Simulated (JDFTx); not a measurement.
Runs of JDFTx 1.7.0 (patched build) on Pt. It takes space group Fm-3m (No. 225, cubic). Conventional cell: a = 3.922 Å, b = 3.922 Å, c = 3.922 Å, α = 90.00°, β = 90.00°, γ = 90.00°. Pt (site symmetry m-3m) is surrounded by 12 Pt at 2.77 Å. 

| task | level | potentials or basis | cell | k mesh | cutoff (eV) | local potential set to -Z/r beyond | SCF threshold on the energy | further solve for the empty bands | pseudo rcut | gap on the mesh (eV) | pressure (GPa) | V0 of scaled cells (Å³/atom) | relaxed volume (Å³/atom) | B0 (GPa) |
| --- | --- | --- | --- | --- | --- | --- | --- | --- | --- | --- | --- | --- | --- | --- |
| relaxation of cell and atoms | PBE | SG15-PBE-1.2 with smoothed tails | relaxed | 10 × 10 × 10 | 1088 | 6 bohr | 1e-09 Ha | no | 6 | none | 0.0 | - | 15.70 | - |
| relaxation of cell and atoms | PBE | Ansatz-NC-SR-PBE with smoothed tails | relaxed | 10 × 10 × 10 | 1143 | 6 bohr | 1e-09 Ha | no | 6 | none | 0.0 | - | 15.66 | - |
| relaxation of cell and atoms | PBE | PseudoDojo-SR-PBE-0.5-stringent with smoothed tails | relaxed | 10 × 10 × 10 | 1143 | 6 bohr | 1e-09 Ha | no | 6 | none | 0.0 | - | 15.61 | - |
| equation of state | LDA | PseudoDojo-SR-LDA-0.4.1-standard with smoothed tails | as given | 12 × 12 × 12 | 1034 | 6 bohr | 1e-09 Ha | - | 6 | - | - | 14.74 | - | (a) |
| single point | PBE | PseudoDojo-SR-PBE-0.5-standard | as given | 12 × 12 × 12 | 1143 | - | 1e-08 Ha | yes | - | none | 9.7 | - | - | - |
| equation of state | PBE | PseudoDojo-SR-PBE-0.5-standard | as given | 12 × 12 × 12 | 1143 | - | 1e-08 Ha | - | - | - | - | 15.62 | - | 249 |
| relaxation of cell and atoms | PBE | SPMS-PBE-1.0 with smoothed tails | relaxed | 10 × 10 × 10 | 1088 | 6 bohr | 1e-09 Ha | no | 6 | none | 0.0 | - | 15.63 | - |
| equation of state | PBEsol | PseudoDojo-SR-PBEsol-0.4.1-standard with smoothed tails | as given | 12 × 12 × 12 | 1143 | 6 bohr | 1e-09 Ha | - | 6 | - | - | (b) | - | 287 |

Alike in all rows: no spin polarisation; smearing fermi-dirac 0.05 eV.

Question: Fill in the values left out.

Answer: (a) 307; (b) 15.02.

A k mesh can miss the band edges, and the runs leave out spin-orbit coupling on Pt.

A gap of «none» marks a metal or a gap under the smearing width.

Not every run made on this cell is shown here.
